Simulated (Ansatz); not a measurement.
Input of an Ansatz 0.2.0 run:

input.yaml

```yaml
crystal:
  lattice:
    - [3.113, 0.0, 0.0]
    - [-1.5565, 2.695937082, 0.0]
    - [0.0, 0.0, 4.981]
  atoms:
    - { symbol: Al, position: [0.6666666667, 0.3333333333, 0.5] }
    - { symbol: Al, position: [0.3333333333, 0.6666666667, 0.0] }
    - { symbol: "N", position: [0.6666666667, 0.3333333333, 0.88] }
    - { symbol: "N", position: [0.3333333333, 0.6666666667, 0.38] }
hamiltonian:
  xc: rpbe
  pseudopotentials: { kind: paw }
  dispersion: d3bj
kpoints:
  mp_grid: { grid: [10, 10, 6] }
scf:
  occupations: { method: fermi_dirac, width: 0.05 }
output:
  forces: true
  stress: true
relax:
  f_tol: 0.01
  max_steps: 40
  cell: { stress_tol: 0.05 }
```

Potentials or basis: Ansatz PAW.

Command:

```console
$ ansatz run input.yaml --threads 2 --pin off --max-ram 5632MiB --backend cpu --events-out ev --progress --plain --runs-dir out
```

(1) Estimate the relaxed volume.

(2) Predict the relaxed cell.

Results:

(1) 9.76 Å³/atom.

(2) a = 3.051 Å, b = 3.051 Å, c = 4.842 Å, α = 90.00°, β = 90.00°, γ = 120.00°.

Caveat: the pressure holds a Pulay correction of +0.5 GPa for the finite cutoff; the PAW data sets come from PBE, with cores solved anew for the run's functional, which leaves a small shift of forces and pressure.
